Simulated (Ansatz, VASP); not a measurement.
**One calculation of TiO2, two programs**

Contents of INCAR:

```
ALGO = Normal
EDIFF = 1E-6
ENCUT = 520
ISIF = 2
ISMEAR = -1
LASPH = True
LCHARG = False
LMAXMIX = 4
LMIXTAU = True
LREAL = False
LWAVE = False
METAGGA = R2SCAN
NELM = 100
PREC = Accurate
SIGMA = 0.05
```

The input KPOINTS:

```
k-points
0
Gamma
  6 6 9
```

POSCAR

```
TiO2
1.0
    4.5998373239      0.0000000000      0.0000000000
    0.0000000000      4.5998373239      0.0000000000
    0.0000000000      0.0000000000      2.9592135600
Ti O
2 4
Direct
    0.0000000000      0.0000000000      0.5000000000
    0.5000000000      0.5000000000      0.0000000000
    0.3043213200      0.3043213200      0.5000000000
    0.1956786800      0.8043213200      0.0000000000
    0.8043213200      0.1956786800      0.0000000000
    0.6956786800      0.6956786800      0.5000000000
```

KPOINTS_OPT

```
path GXMGZRAZ,XR,MA
15
line-mode
reciprocal
 0.0000000000  0.0000000000  0.0000000000  G
 0.0000000000  0.5000000000  0.0000000000  X

 0.0000000000  0.5000000000  0.0000000000  X
 0.5000000000  0.5000000000  0.0000000000  M

 0.5000000000  0.5000000000  0.0000000000  M
 0.0000000000  0.0000000000  0.0000000000  G

 0.0000000000  0.0000000000  0.0000000000  G
 0.0000000000  0.0000000000  0.5000000000  Z

 0.0000000000  0.0000000000  0.5000000000  Z
 0.0000000000  0.5000000000  0.5000000000  R

 0.0000000000  0.5000000000  0.5000000000  R
 0.5000000000  0.5000000000  0.5000000000  A

 0.5000000000  0.5000000000  0.5000000000  A
 0.0000000000  0.0000000000  0.5000000000  Z

 0.0000000000  0.5000000000  0.0000000000  X
 0.0000000000  0.5000000000  0.5000000000  R

 0.5000000000  0.5000000000  0.0000000000  M
 0.5000000000  0.5000000000  0.5000000000  A
```

File input.yaml:

```yaml
crystal:
  lattice:
    - [4.5998373239, 0.0, 0.0]
    - [0.0, 4.5998373239, 0.0]
    - [0.0, 0.0, 2.95921356]
  atoms:
    - { symbol: Ti, position: [0.0, 0.0, 0.5] }
    - { symbol: Ti, position: [0.5, 0.5, 0.0] }
    - { symbol: O, position: [0.30432132, 0.30432132, 0.5] }
    - { symbol: O, position: [0.19567868, 0.80432132, 0.0] }
    - { symbol: O, position: [0.80432132, 0.19567868, 0.0] }
    - { symbol: O, position: [0.69567868, 0.69567868, 0.5] }
hamiltonian:
  xc: r2scan
  pseudopotentials: { kind: paw }
kpoints:
  mp_grid: { grid: [6, 6, 9] }
  band_path:
    path:
      - [[0.0, 0.0, 0.0], [0.0, 0.5, 0.0], [0.5, 0.5, 0.0], [0.0, 0.0, 0.0], [0.0, 0.0, 0.5], [0.0, 0.5, 0.5], [0.5, 0.5, 0.5], [0.0, 0.0, 0.5]]
      - [[0.0, 0.5, 0.0], [0.0, 0.5, 0.5]]
      - [[0.5, 0.5, 0.0], [0.5, 0.5, 0.5]]
    npoints: 14
scf:
  occupations: { method: fermi_dirac, width: 0.05 }
  n_extra_bands: 15
output:
  forces: true
  stress: true
  eigenvalues: true
  fatbands: false
```

The cell is a database's computed one.

Alike in both runs: task band structure; functional r2SCAN; k mesh 6 × 6 × 9; occupations fermi-dirac, width 0.05 eV; no spin polarisation.

|  | VASP | Ansatz |
| --- | --- | --- |
| version | VASP 6.6.1 | Ansatz 0.2.0 |
| potentials or method | VASP PAW PBE potentials, release 64 (Ti_sv, O) | Ansatz PAW |
| plane-wave cutoff (eV) | 520 | 500 |
| valence electrons in the cell | 48 | 48 |

VASP gave:

* gap on the k mesh at the Fermi level (eV): 2.21
* least direct gap on the mesh (eV): 2.21
* gap along the band path (eV): 2.21
* pressure (GPa): 0.3
* largest component of the traceless stress (GPa): 0.08
* rms of the force components (eV/Å): 0.011

What did Ansatz give for the same quantities?

gap on the k mesh at the Fermi level (eV): 2.20; least direct gap on the mesh (eV): 2.20; gap along the band path (eV): 2.20; pressure (GPa): -1.0; largest component of the traceless stress (GPa): 0.37; rms of the force components (eV/Å): 0.026.

Atom by atom the forces differ by 0.015 eV/Å (rms over components).

Caveats: the PAW data sets were made with another functional, which shifts forces and pressure a little (VASP); the PAW data sets come from PBE, with cores solved anew for the run's functional, which leaves a small shift of forces and pressure (Ansatz). r2SCAN opens gaps a little over a GGA but as a rule still falls short of measured ones.
